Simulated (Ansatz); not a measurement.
## Li: frozen-core PAW against all-electron methods

```xyz
1
Lattice="-1.7500 1.7500 1.7500 1.7500 -1.7500 1.7500 1.7500 1.7500 -1.7500" Properties=species:S:1:pos:R:3 pbc="T T T"
Li    0.0000    0.0000    0.0000
```

The structure is an experimental refinement, used without relaxation.

Levels of theory: DFT, PBE, PAW with Ansatz's default frozen-core files, scalar-relativistic (Ansatz 0.2.0); DFT, PBE, all-electron PAW with datasets made for the crystal, scalar-relativistic (Ansatz 0.2.0); DFT, PBE, all-electron LAPW, scalar-relativistic (Ansatz 0.2.0).

For PAW: a Γ-centred 13×13×13 k mesh, Fermi–Dirac smearing of 0.05 eV, cutoff 420 eV, no spin polarisation. The crystal-made all-electron datasets (AE datasets) take a cutoff of 100 eV at this cell. LAPW targets a basis error of 0.25 meV/atom. The Ansatz runs share mesh, smearing and spin set-up. Plane-wave (PAW) pressures include the program's estimate of the Pulay term.

Stress and pressure are positive in compression.

Levels count from the Fermi level.

```json
{"quantity": "pressure (GPa)", "PAW": "-0.73", "AE datasets": "-0.73", "LAPW": "-0.73"}
{"quantity": "lowest empty level at P (eV)", "PAW": "3.229", "AE datasets": "3.229", "LAPW": "3.229"}
{"quantity": "lowest empty level at H (eV)", "PAW": "5.274", "AE datasets": "5.274", "LAPW": "5.274"}
{"quantity": "lowest empty level at N (eV)", "PAW": "0.208", "AE datasets": "0.208", "LAPW": "0.208"}
```

PAW's pressure differs from the LAPW value by about 0.01 GPa or less.
